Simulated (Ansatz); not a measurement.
# SiO2 (P6_422) in Ansatz: reference runs

Reference runs on SiO2: the cell as given and a disturbed copy.

Program: Ansatz 0.2.0. These are calculated values, not measurements. Logs are shortened: lines on timing, memory, paths and dates and some standing lists are left out, and cuts for length are marked.

**1. The crystal as given**

Symmetry: P6_422, No. 181, hexagonal system. Conventional cell: a = 5.061 Å, b = 5.061 Å, c = 5.541 Å, α = 90.00°, β = 90.00°, γ = 120.00°. Si (site symmetry 222) is surrounded by 4 O at 1.61 Å. O (site symmetry 2) is surrounded by 2 Si at 1.61 Å.

The cell comes from a database or a generator and needn't be the stable form of this composition.

**2. Single point, PBE**

Contents of input.yaml:

```yaml
crystal:
  lattice:
    - [5.0605222284, 0.0, 0.0]
    - [-2.5302611142, 4.3825408062, 0.0]
    - [0.0, 0.0, 5.54135331]
  atoms:
    - { symbol: Si, position: [0.5, 0.0, 0.0] }
    - { symbol: Si, position: [0.5, 0.5, 0.6666666667] }
    - { symbol: Si, position: [0.0, 0.5, 0.3333333333] }
    - { symbol: O, position: [0.20860537, 0.79139463, 0.1666666667] }
    - { symbol: O, position: [0.20860537, 0.41721074, 0.5] }
    - { symbol: O, position: [0.41721074, 0.20860537, 0.8333333333] }
    - { symbol: O, position: [0.79139463, 0.20860537, 0.1666666667] }
    - { symbol: O, position: [0.79139463, 0.58278926, 0.5] }
    - { symbol: O, position: [0.58278926, 0.79139463, 0.8333333333] }
hamiltonian:
  xc: pbe
  pseudopotentials: { kind: paw }
kpoints:
  mp_grid: { grid: [6, 6, 5] }
scf:
  occupations: { method: fermi_dirac, width: 0.05 }
output:
  forces: true
  stress: true
  eigenvalues: true
  write_density: true
  write_potential: true
  elf: true
  volumetric_format: npy
```

Potentials or basis: Ansatz PAW.

The run is started by

```bash
$ ansatz run input.yaml --threads 4 --pin off --max-ram 11264MiB --backend cpu --events-out ev --progress --plain --runs-dir out
```

Log:

```text
Warning: RAYON_NUM_THREADS=4 ignored (pool sized by the plan → 4); use --threads N
Engine: ansatz 0.2.0, aarch64-unknown-linux-gnu
Pseudopotentials: kind: paw
Pseudopotential: Si, paw, valence charge 4, recommended cutoff 420 eV (normal), Si.paw.azcp
Pseudopotential: O, paw, valence charge 6, recommended cutoff 420 eV (normal), O.paw.azcp
Functional definition: PBE
  parameter kappa = 0.804
  parameter beta = 0.06672455060314922
  exchange = pbe_x(kappa = kappa, mu = beta*pi^2/3)
  correlation = pbe_c(beta = beta)
Crystal: 9 atoms, lattice volume = 122.896 Å³
Basis set: ecut = 420 eV, 2449 PW (Γ), exchange–correlation on 72×72×80 points (8 copies of the dense FFT grid, shifted against one another)
Bands: 33, of which v1, the nominal top of the filled ones, is band 24 counted from 1 (23 counted from 0)
Symmetry: 12 space group operations
Space group: P6422 (ITA 181), of the structure as read, at distance tolerance 5.0e-5 Å
k-points: 21 of 180 (time reversal used)
Non-local potential: Si, projectors of the file, l = 0: 2, l = 1: 2, l = 2: 2
Non-local potential: O, projectors of the file, l = 0: 2, l = 1: 2, l = 2: 1
PAW form: soft (Blöchl's): semilocal exchange-correlation on the pseudo side does not see the compensation charge
PAW one-centre angular grid: Si, 110 points (default); XC on 64 Gauss nodes
PAW one-centre angular grid: O, 110 points (default); XC on 64 Gauss nodes
Initial density: superposition of atomic densities (neutral atoms: chi_scale 0, normalization atom), corrected by the library's trained network
Initial wavefunctions: pseudopotential atomic-orbital guess
Functional: x = pbe(κ = 0.804, μ = 0.2195149727645171), c = pbe(β = 0.06672455060314922)
SCF iter   1: F=—  HF=-5322.137756 eV  |F-HF|=—  |Δ(HF+E_count)|=         —  Δρ=1.63e-3  dr2=2.10e-3  ethr=1.77e-3  ⟨swp⟩=6.7  Hψ=3823  notcnv=0  defer=16
preconditioner: auto → Resta (q_TF=auto, 2.333 Å⁻¹)  ε∞=2.9  [insulator: Δε(μ)=5.700 eV  Ē_g=16.849 eV  σ=0.050 eV  W_gap=1.00  n_scr=22 (ndim 8)  ℏωp=23.2 eV  f_vac=0.192  D(μ)=0.00/eV (n_scr^D=0)  ε∞_Penn≈2.9]
SCF iter   2: F=—  HF=-5322.139657 eV  |F-HF|=—  |Δ(HF+E_count)|=   1.90e-3  Δρ=5.94e-4  dr2=1.77e-4  ethr=4.37e-6  ⟨swp⟩=2.3  Hψ=1360  notcnv=0  defer=28
SCF iter   3: F=—  HF=-5322.140040 eV  |F-HF|=—  |Δ(HF+E_count)|=   3.84e-4  Δρ=2.47e-4  dr2=4.22e-5  ethr=3.69e-7  ⟨swp⟩=2.7  Hψ=1181  notcnv=0  defer=28
SCF iter   4: F=—  HF=-5322.140084 eV  |F-HF|=—  |Δ(HF+E_count)|=   4.36e-5  Δρ=3.96e-5  dr2=1.76e-6  ethr=8.79e-8  ⟨swp⟩=2.1  Hψ=1052  notcnv=0  defer=28
SCF iter   5: F=—  HF=-5322.140086 eV  |F-HF|=—  |Δ(HF+E_count)|=   1.88e-6  Δρ=7.94e-6  dr2=1.28e-7  ethr=3.66e-9  ⟨swp⟩=3.0  Hψ=1327  notcnv=0  defer=28
SCF iter   6: F=-5322.140086 eV  HF=-5322.140086 eV  |F-HF|=6.77e-9  |Δ(HF+E_count)|=   1.65e-7  Δρ=1.70e-6  dr2=5.41e-9  ethr=2.08e-10  ⟨swp⟩=15.4  Hψ=5009  notcnv=0
SCF 1 converged in 6 iterations: F = -5322.140086 eV  dr2 = 5.41e-9
SCF converged after 6 iterations
Free energy (F): -5322.140086 eV
Harris-Foulkes:  -5322.140086 eV  (|F-HF|=6.77e-9)
Internal energy: -5322.140086 eV  (E = F + TS)
E sigma→0 (E₀):  -5322.140086 eV
Fermi energy:    4.799850 eV
--- Per-component energies (eV) ---
  E_band       = -243.132943
  E_kinetic    = 1210.035404
  E_local      = -3181.885040  (includes V_loc(G=0)·N_el)
  E_nonlocal   = 361.103263
  E_hartree    = 1154.882655
  E_xc         = -612.917431
  E_vxc        = -711.430482  (∫ρ·V_xc dr)
  E_paw        = -2494.607651  (= ΣΔE_a)
  E_vpaw       = -230.737185  (= ΣTr[D̂ρ^β])
  E_aug_tail   = 0.015703  (compensation charges beyond the density's cutoff)
  E_ewald      = -1758.766989
  E_smearing   = -0.000000  (= −TS)
  E_closure    = 0.000000  (closes the sum)
  Σ components = -5322.140086   (vs F -5322.140086, Δ=0.00e0)
--- Forces (eV/Å), atoms counted from 1 ---
  atom   1  Si     0.00000000     0.00000000    -0.00000000
  atom   2  Si     0.00000000     0.00000000     0.00000000
  atom   3  Si    -0.00000000     0.00000000     0.00000000
  atom   4  O     -0.21450828     0.12384641     0.00000000
  atom   5  O      0.00000000    -0.24769282    -0.00000000
  atom   6  O     -0.21450828    -0.12384641     0.00000000
  atom   7  O      0.21450828    -0.12384641    -0.00000000
  atom   8  O      0.00000000     0.24769282     0.00000000
  atom   9  O      0.21450828     0.12384641     0.00000000
  max |Σ_I F_I| component: 5.55e-17 eV/Å
--- Stress (GPa, compression-positive) ---
        5.012050       0.000000       0.000000
        0.000000       5.012050      -0.000000
        0.000000      -0.000000       4.919816
  P = ⅓ Tr σ = 4.9813 GPa (49.813 kbar)
--- Band table (eV; the first three rows and the last of 21) ---
  k-point 0: bands = ["-17.5624", "-16.1015", "-16.1015", "-15.5023", "-15.4529", "-15.4529", "-6.6898", "-6.6898", "-3.8577", "-3.5878", "-3.4921", "-3.4921", "-1.0285", "-1.0015", "-1.0015", "-0.7049", "0.1333", "0.1418", "0.1418", "0.8708", "0.8708", "1.3987", "1.3987", "1.6678", "7.5775", "10.8594", "10.8594", "11.0990", "11.0990", "11.9810", "12.9886", "14.0417", "15.0008"]
  k-point 1: bands = ["-17.4901", "-16.5404", "-15.7150", "-15.4973", "-15.4589", "-15.4512", "-7.4077", "-5.8099", "-3.9025", "-3.7955", "-3.7426", "-3.1216", "-1.0725", "-0.9537", "-0.8290", "-0.5947", "-0.0427", "0.0671", "0.1245", "0.3647", "0.9964", "1.2944", "1.7125", "1.7353", "7.9394", "10.6363", "10.7163", "10.9761", "11.5985", "12.2332", "12.7804", "13.9042", "14.5155"]
  k-point 2: bands = ["-17.2799", "-16.9515", "-15.4848", "-15.4813", "-15.4703", "-15.4512", "-7.8173", "-4.9282", "-4.2024", "-3.9730", "-3.9580", "-2.8415", "-0.9686", "-0.8275", "-0.6873", "-0.3470", "-0.3142", "-0.1064", "-0.1012", "0.0440", "0.7461", "1.5343", "1.8123", "1.8639", "8.8553", "9.9457", "10.4161", "11.3312", "12.0727", "12.2479", "12.9031", "13.7521", "13.9556"]
  k-point 20: bands = ["-17.0570", "-16.5158", "-16.3128", "-15.5111", "-15.4871", "-15.4759", "-6.3723", "-5.8351", "-4.9907", "-3.5801", "-3.2676", "-3.2668", "-1.3955", "-1.0430", "-1.0018", "-0.2555", "-0.1682", "-0.1259", "0.6213", "0.8262", "0.8964", "1.0918", "1.1396", "1.3631", "10.4687", "10.9936", "11.5343", "11.5888", "11.9451", "12.0989", "12.2206", "12.7498", "13.1294"]
```

rho_z.tsv:

```text
# z_ang	rho[e/angstrom^3]
# format = ansatz-planar-average/11
# lattice	5.060522228	0.000000000	0.000000000
# lattice	-2.530261114	4.382540806	0.000000000
# lattice	0.000000000	0.000000000	5.541353310
# sites	9
# site	14	2.530261114	0.000000000	0.000000000
# site	14	1.265130557	2.191270403	3.694235540
# site	14	-1.265130557	2.191270403	1.847117770
# site	8	-0.946782946	3.468319260	0.923558885
# site	8	0.000000000	1.828443093	2.770676655
# site	8	1.583478168	0.914221546	4.617794425
# site	8	3.477044061	0.914221546	0.923558885
# site	8	2.530261114	2.554097713	2.770676655
# site	8	0.946782946	3.468319260	4.617794425
0.000000	1.563872e-1
0.138534	1.730858e-1
0.277068	2.246459e-1
0.415601	3.177833e-1
0.554135	4.481002e-1
0.692669	5.802545e-1
[... 32 lines left out ...]
5.264286	2.246459e-1
5.402819	1.730858e-1
```

v_z.tsv:

```text
# z_ang	v_es[eV]	v_tot[eV]
# format = ansatz-planar-average/11
# xc	pbe
# density_cutoff_ev	1680
# datasets	Si=:simpson_from_first_knot:soft	O=:simpson_from_first_knot:soft
# lattice	5.060522228	0.000000000	0.000000000
# lattice	-2.530261114	4.382540806	0.000000000
# lattice	0.000000000	0.000000000	5.541353310
# sites	9
# site	14	2.530261114	0.000000000	0.000000000
# site	14	1.265130557	2.191270403	3.694235540
# site	14	-1.265130557	2.191270403	1.847117770
# site	8	-0.946782946	3.468319260	0.923558885
# site	8	0.000000000	1.828443093	2.770676655
# site	8	1.583478168	0.914221546	4.617794425
# site	8	3.477044061	0.914221546	0.923558885
# site	8	2.530261114	2.554097713	2.770676655
# site	8	0.946782946	3.468319260	4.617794425
0.000000	2.384955e0	-5.615404e0
0.138534	2.520478e0	-5.550130e0
0.277068	2.451264e0	-5.819508e0
0.415601	1.916020e0	-6.632048e0
0.554135	1.412493e0	-7.418330e0
0.692669	1.039528e0	-8.043859e0
[... 32 lines left out ...]
5.264286	2.451264e0	-5.819508e0
5.402819	2.520478e0	-5.550130e0
```

Run time: 2.8 s. Hardware: 4 threads of Arm Neoverse V1, shared host; peak memory 0.42 GiB.

What came out:

```
Free energy            : -5322.1401 eV
Pressure               : 5.0 GPa
Largest force          : 0.248 eV/Å
Band gap on the k mesh : 5.71 eV, indirect (least direct gap 5.91 eV)
```

Forces on the atoms (eV/Å):
```
Si   0.000  0.000  0.000
Si   0.000  0.000  0.000
Si   0.000  0.000  0.000
O   -0.215  0.124  0.000
O    0.000 -0.248  0.000
O   -0.215 -0.124  0.000
O    0.215 -0.124  0.000
O    0.000  0.248  0.000
O    0.215  0.124  0.000
```

Caveat: odd divisions of the mesh miss points on the zone boundary, where band edges often lie, so the gap on the mesh can be too wide; the pressure holds a Pulay correction of +0.6 GPa for the finite cutoff. As with any semilocal functional, this PBE gap is likely too small.

**3. Single point, PBE (atoms moved at random, drawn with an rms of 0.05 Å)**

Contents of input.yaml:

```yaml
crystal:
  lattice:
    - [5.0605222284, 0.0, 0.0]
    - [-2.5302611142, 4.3825408062, 0.0]
    - [0.0, 0.0, 5.54135331]
  atoms:
    - { symbol: Si, position: [0.502878, -0.003254, -0.002786] }
    - { symbol: Si, position: [0.508236, 0.502803, 0.663944] }
    - { symbol: Si, position: [0.003241, 0.501766, 0.336418] }
    - { symbol: O, position: [0.207546, 0.779554, 0.174531] }
    - { symbol: O, position: [0.206824, 0.415073, 0.505559] }
    - { symbol: O, position: [0.4173, 0.211001, 0.8277] }
    - { symbol: O, position: [0.802601, 0.21799, 0.158239] }
    - { symbol: O, position: [0.777957, 0.591015, 0.497976] }
    - { symbol: O, position: [0.587615, 0.796573, 0.828942] }
hamiltonian:
  xc: pbe
  pseudopotentials: { kind: paw }
kpoints:
  mp_grid: { grid: [6, 6, 5] }
scf:
  occupations: { method: fermi_dirac, width: 0.05 }
output:
  forces: true
  stress: true
  eigenvalues: true
```

Potentials or basis: Ansatz PAW.

The run is started by

```bash
$ ansatz run input.yaml --threads 4 --pin off --max-ram 11264MiB --backend cpu --events-out ev --progress --plain --runs-dir out
```

Log:

```text
Warning: RAYON_NUM_THREADS=4 ignored (pool sized by the plan → 4); use --threads N
[... 9 set-up lines as earlier in the session ...]
Crystal: 9 atoms, lattice volume = 122.896 Å³
Basis set: ecut = 420 eV, 2449 PW (Γ), exchange–correlation on 72×72×80 points (8 copies of the dense FFT grid, shifted against one another)
Bands: 33, of which v1, the nominal top of the filled ones, is band 24 counted from 1 (23 counted from 0)
Symmetry: 1 space group operations
Space group: P1 (ITA 1), of the structure as read, at distance tolerance 5.0e-5 Å
k-points: 92 of 180 (time reversal used)
[... 8 set-up lines as earlier in the session ...]
SCF iter   1: F=—  HF=-5321.719655 eV  |F-HF|=—  |Δ(HF+E_count)|=         —  Δρ=1.71e-3  dr2=2.26e-3  ethr=1.77e-3  ⟨swp⟩=6.8  Hψ=16884  notcnv=0  defer=77
preconditioner: auto → Resta (q_TF=auto, 2.333 Å⁻¹)  ε∞=2.9  [insulator: Δε(μ)=5.623 eV  Ē_g=16.771 eV  σ=0.050 eV  W_gap=1.00  n_scr=22 (ndim 8)  ℏωp=23.2 eV  f_vac=0.191  D(μ)=0.00/eV (n_scr^D=0)  ε∞_Penn≈2.9]
SCF iter   2: F=—  HF=-5321.721378 eV  |F-HF|=—  |Δ(HF+E_count)|=   1.72e-3  Δρ=6.48e-4  dr2=2.11e-4  ethr=4.71e-6  ⟨swp⟩=2.1  Hψ=5837  notcnv=0  defer=127
SCF iter   3: F=—  HF=-5321.721776 eV  |F-HF|=—  |Δ(HF+E_count)|=   3.97e-4  Δρ=2.81e-4  dr2=5.45e-5  ethr=4.40e-7  ⟨swp⟩=2.9  Hψ=5493  notcnv=0  defer=51
automatic band count: iteration 3 solves 32 bands in place of 33: the levels show a gap, and the empty bands left out lie too high to hold charge; the band table lists the bands solved (type scf.n_extra_bands for more)
SCF iter   4: F=—  HF=-5321.721830 eV  |F-HF|=—  |Δ(HF+E_count)|=   5.44e-5  Δρ=4.58e-5  dr2=2.42e-6  ethr=1.14e-7  ⟨swp⟩=2.0  Hψ=4519  notcnv=0  defer=51
SCF iter   5: F=—  HF=-5321.721832 eV  |F-HF|=—  |Δ(HF+E_count)|=   2.24e-6  Δρ=2.13e-5  dr2=5.03e-7  ethr=5.05e-9  ⟨swp⟩=2.0  Hψ=4498  notcnv=0  defer=51
SCF iter   6: F=—  HF=-5321.721833 eV  |F-HF|=—  |Δ(HF+E_count)|=   1.59e-7  Δρ=1.11e-5  dr2=1.23e-7  ethr=1.05e-9  ⟨swp⟩=2.0  Hψ=4569  notcnv=0  defer=51
SCF iter   7: F=-5321.721833 eV  HF=-5321.721833 eV  |F-HF|=5.39e-9  |Δ(HF+E_count)|=   1.35e-8  Δρ=2.14e-6  dr2=6.85e-9  ethr=2.08e-10  ⟨swp⟩=8.9  Hψ=12147  notcnv=0
SCF 1 converged in 7 iterations: F = -5321.721833 eV  dr2 = 6.85e-9
SCF converged after 7 iterations
Free energy (F): -5321.721833 eV
Harris-Foulkes:  -5321.721833 eV  (|F-HF|=5.39e-9)
Internal energy: -5321.721833 eV  (E = F + TS)
E sigma→0 (E₀):  -5321.721833 eV
Fermi energy:    4.781907 eV
--- Per-component energies (eV) ---
  E_band       = -242.700083
  E_kinetic    = 1210.270282
  E_local      = -3181.946735  (includes V_loc(G=0)·N_el)
  E_nonlocal   = 361.511381
  E_hartree    = 1154.868158
  E_xc         = -612.991846
  E_vxc        = -711.504870  (∫ρ·V_xc dr)
  E_paw        = -2494.651674  (= ΣΔE_a)
  E_vpaw       = -230.782429  (= ΣTr[D̂ρ^β])
  E_aug_tail   = 0.015603  (compensation charges beyond the density's cutoff)
  E_ewald      = -1758.797002
  E_smearing   = -0.000000  (= −TS)
  E_closure    = 0.000000  (closes the sum)
  Σ components = -5321.721833   (vs F -5321.721833, Δ=0.00e0)
--- Forces (eV/Å), atoms counted from 1 ---
  atom   1  Si    -1.10873936     0.76803222     0.75075575
  atom   2  Si    -3.12133154    -0.60009823     1.78319577
  atom   3  Si    -1.24018035    -1.41972418     1.48211473
  atom   4  O      1.10889968     3.14808751    -2.18387355
  atom   5  O     -0.62569380    -0.21577916     0.00135080
  atom   6  O      0.61184218    -1.38949107     1.23934177
  atom   7  O     -0.43918079    -0.69691328     0.05432760
  atom   8  O      4.49108220     0.56391650    -3.12824015
  atom   9  O      0.32332737    -0.15800870     0.00101051
  max |Σ_I F_I| component: 2.56e-5 eV/Å
--- Stress (GPa, compression-positive) ---
        4.765641       1.638287      -2.849782
        1.638283       6.718137      -2.304221
       -2.849784      -2.304231       6.246402
  P = ⅓ Tr σ = 5.9101 GPa (59.101 kbar)
--- Band table (eV; the first three rows and the last of 92) ---
  k-point 0: bands = ["-17.5757", "-16.2054", "-16.0769", "-15.4675", "-15.4573", "-15.3918", "-6.7024", "-6.5974", "-3.8469", "-3.5896", "-3.4962", "-3.3791", "-1.0482", "-1.0359", "-0.9869", "-0.6903", "0.1061", "0.1172", "0.1877", "0.8327", "0.9093", "1.4039", "1.4225", "1.6807", "7.5246", "10.7027", "10.7723", "11.0718", "11.1890", "11.8761", "12.9181", "14.0642"]
  k-point 1: bands = ["-17.5052", "-16.5664", "-15.7928", "-15.4621", "-15.4497", "-15.3785", "-7.3641", "-5.7746", "-3.8969", "-3.7956", "-3.6788", "-3.0700", "-1.0834", "-0.9689", "-0.8413", "-0.5833", "-0.0573", "0.0501", "0.1318", "0.3945", "1.0128", "1.2858", "1.7132", "1.7569", "7.8837", "10.5378", "10.6223", "11.0033", "11.5620", "12.1136", "12.7566", "13.8901"]
  k-point 2: bands = ["-17.3043", "-16.9596", "-15.6396", "-15.4542", "-15.4413", "-15.3227", "-7.7695", "-4.9021", "-4.1888", "-3.9843", "-3.8833", "-2.7888", "-0.9806", "-0.8339", "-0.6964", "-0.3684", "-0.3336", "-0.1449", "-0.0793", "0.1131", "0.7608", "1.5180", "1.8126", "1.8849", "8.7902", "9.8637", "10.3576", "11.3212", "11.9423", "12.3151", "12.7047", "13.7090"]
  k-point 91: bands = ["-17.0694", "-16.7615", "-16.1079", "-15.5629", "-15.4425", "-15.3832", "-6.6872", "-5.6140", "-4.7720", "-3.6372", "-3.3067", "-3.1235", "-1.4346", "-1.3035", "-0.7011", "-0.3923", "-0.2945", "0.2025", "0.5297", "0.6419", "0.9044", "1.0559", "1.2591", "1.5928", "10.1087", "10.9461", "11.1834", "11.5606", "11.8364", "12.0179", "12.1210", "12.6084"]
```

It took 9 s on 4 threads of Arm Neoverse V1, shared host; peak memory 0.55 GiB.

Results:

```yaml
Free_energy: -5321.7218 eV
Pressure: 5.9 GPa
Largest_force: 5.502 eV/Å
Band_gap_on_the_k_mesh: 5.64 eV, indirect (least direct gap 5.84 eV)
```

Forces on the atoms (eV/Å):
```
Si  -1.109  0.768  0.751
Si  -3.121 -0.600  1.783
Si  -1.240 -1.420  1.482
O    1.109  3.148 -2.184
O   -0.626 -0.216  0.001
O    0.612 -1.389  1.239
O   -0.439 -0.697  0.054
O    4.491  0.564 -3.128
O    0.323 -0.158  0.001
```

Stress tensor (GPa, compression positive):
```
 4.77  1.64 -2.85
 1.64  6.72 -2.30
-2.85 -2.30  6.25
```

Caveat: odd divisions of the mesh miss points on the zone boundary, where band edges often lie, so the gap on the mesh can be too wide; the pressure holds a Pulay correction of +0.6 GPa for the finite cutoff.
